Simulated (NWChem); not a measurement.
# SnSe in NWChem: convergence with cutoff

Input of the first run (cutoff 6 Ha); the others differ in this setting and in those tied to it:

Contents of snse.nw:

```
start snse
title "SnSe converge"
memory 1800 mb
geometry units angstrom nocenter noautosym noautoz print
  system crystal
    lattice_vectors
         0.0000000000    3.0100000000    3.0100000000
         3.0100000000    0.0000000000    3.0100000000
         3.0100000000    3.0100000000    0.0000000000
  end
  Sn -0.0184030000  0.0023140000  0.0063990000
  Se  0.4963780000 -0.4948890000 -0.4963750000
end
nwpw
  simulation_cell
    ngrid 16 16 16
  end
  xc pbe96
  cutoff 6.0
  ewald_ncut 8
  ewald_rcut 3.0
  pseudopotentials
    Se library TM
    Sn library TM
  end
  monkhorst-pack 5 5 5
  smear 0.0018375 fermi orbitals 5
  scf pulay alpha 0.5 iterations 5 outer_iterations 1
  loop 10 10
  tolerances 1e-08 1e-08
end
set includestress .true.
task band gradient
```

Potentials or basis: NWChem's TM library (Troullier-Martins).

Run with:

```sh
$ nwchem snse.nw > snse.out
```

The cell isn't the ideal one: atoms moved at random.

Hardware: 1 thread of Arm Neoverse V2 (shared host).

**Question.** The values tried are 6 Ha, 9 Ha, 12 Ha, 15 Ha, 18 Ha, 22 Ha, 27 Ha, 32 Ha, loosest first. From which on does the gap on the mesh stay within 0.01 eV of the tightest run that finished?

**Answer.** From 22 Ha on.

| cutoff | energy less the tightest run, at zero smearing (meV/atom) | pressure (GPa) | largest force (eV/Å) | gap on the mesh (eV) | SCF cycles | CPU time (s) | peak memory (GiB) |
| --- | --- | --- | --- | --- | --- | --- | --- |
| 6 Ha | 991.30 | -20.07 | 0.032 | 1.154 | 11 | 42 | 0.11 |
| 9 Ha | 211.68 | -8.18 | 0.062 | 1.132 | 11 | 60 | 0.15 |
| 12 Ha | 180.91 | -8.64 | 0.033 | 1.148 | 11 | 73 | 0.18 |
| 15 Ha | 63.75 | -9.79 | 0.060 | 1.152 | 12 | 120 | 0.26 |
| 18 Ha | 6.93 | -6.96 | 0.071 | 1.149 | 14 | 140 | 0.28 |
| 22 Ha | 31.90 | -7.74 | 0.051 | 1.132 | 12 | 210 | 0.45 |
| 27 Ha | -1.49 | -8.24 | 0.051 | 1.137 | 13 | 230 | 0.48 |
| 32 Ha | 0.00 | -7.12 | 0.056 | 1.136 | 15 | 250 | 0.51 |

Not settled before the last step: the energy (to 1 meV/atom), the pressure (to 0.1 GPa), the largest force (to 0.005 eV/Å). The tightest run that finished is the yardstick and may itself not be fully converged.

Caveat, for the tightest run too: potentials of this library can shift pressures by several GPa and gaps by up to half an eV, enough to turn an indirect gap into a direct one; spin-orbit coupling is left out, which moves the levels of the heavy elements; an odd mesh through Γ misses points on the zone boundary, where band edges often lie.
